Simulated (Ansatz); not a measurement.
# CoO: convergence with LAPW's plane-wave cutoff

The task here is to estimate one member of a computed series from the others.

Program: Ansatz 0.2.0. Level of theory: DFT, PBE, all-electron LAPW, scalar-relativistic. These are calculated values, not measurements.

**Starting point**

Symmetry: Fm-3m, No. 225, cubic system. The conventional cell has a = 4.263 Å, b = 4.263 Å, c = 4.263 Å, α = 90.00°, β = 90.00°, γ = 90.00°. Co (site symmetry m-3m) is surrounded by 6 O at 2.13 Å. O (site symmetry m-3m) is surrounded by 6 Co at 2.13 Å.

As a file:

```xyz
2
Lattice="0.0000 2.1315 2.1315 2.1315 0.0000 2.1315 2.1315 2.1315 0.0000" Properties=species:S:1:pos:R:3 pbc="T T T"
Co    0.0000    0.0000    0.0000
O     2.1315    2.1315    2.1315
```

The geometry is a database entry used as it stands. It may stem from high pressure or temperature, or be incomplete, so it serves as a test cell.

Atoms are numbered in the order of the input: Co1, O2.

Set-up of the first run:

Contents of input.yaml:

```yaml
crystal:
  lattice:
    - [0.0, 2.1315, 2.1315]
    - [2.1315, 0.0, 2.1315]
    - [2.1315, 2.1315, 0.0]
  atoms:
    - { symbol: Co, position: [0.0, 0.0, 0.0], spin: 2.0 }
    - { symbol: O, position: [0.5, 0.5, 0.5] }
magnetization:
  spin_polarized: true
kpoints:
  mp_grid: { grid: [15, 15, 15] }
scf:
  occupations: { method: fermi_dirac, width: 0.05 }
hamiltonian:
  xc: pbe
  pseudopotentials: { kind: all_electron, lapw: { basis_error: 0.0005 } }
output:
  forces: true
  stress: true
  eigenvalues: true
basis:
  ecutwfc: 150
```

Started as:

```
ansatz run input.yaml --threads 1 --pin off --max-ram 3072MiB --backend cpu --events-out ev --progress --plain --runs-dir out
```

Among the steps run: With plane-wave cutoff typed as 150 eV; With plane-wave cutoff typed as 320 eV; With plane-wave cutoff typed as 400 eV; With plane-wave cutoff typed as 500 eV.

One of the session's tables, all rows but one given; the rest of the session is left out.

It belongs to the step «The sweep in one table». 

| cutoff (eV) | pressure (GPa) |
| --- | --- |
| 150 | 0.21 |
| 320 | ? |
| 400 | -1.82 |
| 500 | -1.82 |

Q: Estimate the row for cutoff (eV) = 320 from the others.

Worked estimate for «pressure (GPa)». A straight line through the neighbours (150, 0.21) and (400, -1.82) gives 0.21 + (-1.82 − 0.21) × (320 − 150) / (400 − 150) = -1.17; a parabola fitted to 3 rows on both sides gives -1.49.

**Answer.** pressure (GPa): -1.81. In «pressure (GPa)» the line misses by +0.64 and the parabola by +0.32.

Energies are those extrapolated to zero smearing.

Limits of these values: Other magnetic orders may lie lower; this is the state that the run reached.
